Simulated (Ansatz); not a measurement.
Molecular dynamics of Mg7S16

input.yaml

```yaml
accuracy: low
crystal:
  lattice:
    - [2.353636, 3.910541, 9.126546]
    - [2.353636, -3.910541, 9.126546]
    - [6.890758, 0.0, 0.0]
  atoms:
    - { symbol: Mg, position: [0.125, 0.125, 0.25] }
    - { symbol: S, position: [0.1930465, 0.1930465, 0.5338176] }
    - { symbol: S, position: [0.0569535, 0.0569535, 0.9661824] }
    - { symbol: Mg, position: [0.625, 0.125, 0.25] }
    - { symbol: S, position: [0.6930465, 0.1930465, 0.5338176] }
    - { symbol: S, position: [0.5569535, 0.0569535, 0.9661824] }
    - { symbol: S, position: [0.1930465, 0.6930465, 0.5338176] }
    - { symbol: S, position: [0.0569535, 0.5569535, 0.9661824] }
    - { symbol: Mg, position: [0.375, 0.375, 0.75] }
    - { symbol: S, position: [0.4430465, 0.4430465, 0.0338176] }
    - { symbol: S, position: [0.3069535, 0.3069535, 0.4661824] }
    - { symbol: Mg, position: [0.625, 0.625, 0.25] }
    - { symbol: S, position: [0.6930465, 0.6930465, 0.5338176] }
    - { symbol: S, position: [0.5569535, 0.5569535, 0.9661824] }
    - { symbol: Mg, position: [0.875, 0.375, 0.75] }
    - { symbol: S, position: [0.9430465, 0.4430465, 0.0338176] }
    - { symbol: S, position: [0.8069535, 0.3069535, 0.4661824] }
    - { symbol: Mg, position: [0.375, 0.875, 0.75] }
    - { symbol: S, position: [0.4430465, 0.9430465, 0.0338176] }
    - { symbol: S, position: [0.3069535, 0.8069535, 0.4661824] }
    - { symbol: Mg, position: [0.875, 0.875, 0.75] }
    - { symbol: S, position: [0.9430465, 0.9430465, 0.0338176] }
    - { symbol: S, position: [0.8069535, 0.8069535, 0.4661824] }
basis:
  ecutwfc: 420.0
kpoints:
  mp_grid: { grid: [1, 1, 1] }
hamiltonian:
  xc: pbesol
scf:
  occupations: { method: fermi_dirac, width: 0.05 }
  lower_state_search: "off"
md:
  timestep: 2
  n_steps: 200
  ensemble: nve
  temperature: 1800.0
  initial_velocities: maxwell_boltzmann
  seed: 781048
```

Launched with:

```bash
$ ansatz run input.yaml --threads 1 --pin off --max-ram 3072MiB --backend cpu --events-out ev --progress --plain --runs-dir out
```

It starts from an unrelaxed structure (largest force component 0.38 eV/Å).

Output, in part (step lines):

```
md step     0: t =     0.00 fs  T =  1800.0 K  F+E_penalty+E_count = -27556.30088454 eV  E_kin = 5.118696 eV  conserved = -27551.18218858 eV  (16 SCF iters)
md step     1: t =     2.00 fs  T =  1791.9 K  F+E_penalty+E_count = -27556.27878407 eV  E_kin = 5.095771 eV  conserved = -27551.18301312 eV  (14 SCF iters)
md step     2: t =     4.00 fs  T =  1742.9 K  F+E_penalty+E_count = -27556.13946271 eV  E_kin = 4.956297 eV  conserved = -27551.18316618 eV  (15 SCF iters)
md step     3: t =     6.00 fs  T =  1653.8 K  F+E_penalty+E_count = -27555.88518119 eV  E_kin = 4.702943 eV  conserved = -27551.18223846 eV  (15 SCF iters)
md step     4: t =     8.00 fs  T =  1531.6 K  F+E_penalty+E_count = -27555.53536106 eV  E_kin = 4.355399 eV  conserved = -27551.17996254 eV  (15 SCF iters)
md step     5: t =    10.00 fs  T =  1390.1 K  F+E_penalty+E_count = -27555.12962593 eV  E_kin = 3.953031 eV  conserved = -27551.17659519 eV  (10 SCF iters)
md step     6: t =    12.00 fs  T =  1248.2 K  F+E_penalty+E_count = -27554.72279850 eV  E_kin = 3.549644 eV  conserved = -27551.17315415 eV  (8 SCF iters)
md step     7: t =    14.00 fs  T =  1124.6 K  F+E_penalty+E_count = -27554.36917600 eV  E_kin = 3.198164 eV  conserved = -27551.17101215 eV  (7 SCF iters)
[... lines left out ...]
md step   200: t =   400.00 fs  T =   935.6 K  F+E_penalty+E_count = -27553.83620933 eV  E_kin = 2.660707 eV  conserved = -27551.17550241 eV  (10 SCF iters)
```

The steps, from the saved trajectory:

```
time (fs)  T (K)  potential energy less start (eV)  conserved less start (meV/atom)
      0.0   1800                             0.000                             0.00
     12.0   1248                             1.578                             0.39
     24.0    882                             2.616                             0.27
     36.0    775                             2.923                             0.29
     48.0    704                             3.127                             0.41
     60.0    927                             2.488                             0.27
     72.0   1039                             2.170                             0.22
     84.0    755                             2.981                             0.36
     96.0    758                             2.969                             0.27
    108.0    853                             2.700                             0.24
    120.0    703                             3.128                             0.41
    132.0    853                             2.702                             0.34
    144.0   1065                             2.094                             0.18
    156.0    844                             2.729                             0.41
    168.0    903                             2.558                             0.26
    180.0    978                             2.345                             0.27
    192.0    843                             2.729                             0.35
    204.0    782                             2.903                             0.37
    216.0    892                             2.587                             0.27
    228.0    859                             2.684                             0.32
    240.0    923                             2.500                             0.25
    252.0    962                             2.391                             0.31
    264.0    873                             2.644                             0.32
    276.0    829                             2.770                             0.39
    288.0    999                             2.284                             0.25
    300.0    965                             2.382                             0.29
    312.0    882                             2.619                             0.34
    324.0    934                             2.469                             0.28
    336.0    907                             2.546                             0.33
    348.0    929                             2.485                             0.33
    360.0   1032                             2.190                             0.28
    372.0   1067                             2.092                             0.28
    384.0   1032                             2.190                             0.28
    396.0    964                             2.384                             0.28
```

All steps were run. The conserved energy stayed within 0.5 meV per atom of its start (net change 0.29 meV per atom), so the integration is sound. The temperature averaged 0.52 of the 1800 K drawn at the start: a run that starts near a minimum puts about half its kinetic energy into the potential. A run of 0.4 ps of so small a system gives no equilibrium averages. Limits of this set-up: coarse k mesh, low accuracy level.

Mean squared displacements from the first frame to the last, about the centre of mass: Mg 0.23 Å², S 0.31 Å².

Last frame:

```xyz
23
Lattice="2.3536 3.9105 9.1265 2.3536 -3.9105 9.1265 6.8908 0.0000 0.0000" Properties=species:S:1:pos:R:3
Mg 2.082 -0.089 2.492
S 4.539 -0.366 3.668
S 6.887 -0.418 0.969
Mg 3.709 2.134 6.619
S 5.684 2.356 8.195
S 7.721 2.472 5.284
S 6.852 -1.929 8.848
S 8.434 -1.780 5.899
Mg 6.950 0.394 6.937
S 2.727 0.310 8.151
S 4.785 0.416 5.418
Mg 4.836 -0.337 11.311
S 6.908 -0.391 12.534
S 9.375 0.155 10.231
Mg 8.027 1.820 11.483
S 3.683 1.724 12.948
S 5.626 1.781 10.081
Mg 8.023 -2.552 10.992
S 3.336 -2.097 12.282
S 5.275 -2.327 10.103
Mg 8.951 0.590 16.044
S 4.671 -0.165 17.181
S 6.528 0.255 14.452
```

The run took 8.7 min on 1 thread of Intel(R) Xeon(R) 6975P-C (Granite Rapids), on a shared host, peak memory 0.72 GiB.
